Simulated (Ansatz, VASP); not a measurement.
Ag in VASP and in Ansatz

```xyz
1
Lattice="0.0000 2.0267 2.0267 2.0267 0.0000 2.0267 2.0267 2.0267 0.0000" Properties=species:S:1:pos:R:3 pbc="T T T"
Ag    0.0000    0.0000    0.0000
```

Alike in both runs: task relaxation of cell and atoms; functional PBEsol; k mesh 16 × 16 × 16; occupations fermi-dirac, width 0.15 eV; no spin polarisation.

|  | VASP | Ansatz |
| --- | --- | --- |
| version | VASP 6.6.1 | Ansatz 0.2.0 |
| potentials or method | VASP PAW PBE potentials, release 64 (Ag) | scalar-relativistic, plane waves, PAW |
| plane-wave cutoff (eV) | 600 | 420 |
| valence electrons in the cell | 11 | 19 |

Ansatz gave:

| Property | Result |
| --- | --- |
| gap on the k mesh at the Fermi level, each at its own relaxed structure (eV) | none |
| relaxed volume (Å³/atom) | 16.67 |
| relaxed cell length with the largest relative difference (Å) | 2.867 |

Which values does VASP return?

gap on the k mesh at the Fermi level, each at its own relaxed structure (eV): none; relaxed volume (Å³/atom): 16.63; relaxed cell length with the largest relative difference (Å): 2.865.

A gap of «none» marks a metal or a gap that the smearing closes. The two sets of potentials don't hold the same shells in valence. Ansatz warned: «pseudo_functional_mismatch».

Caveats: the PAW data sets were made with another functional, which shifts forces and pressure a little (VASP).
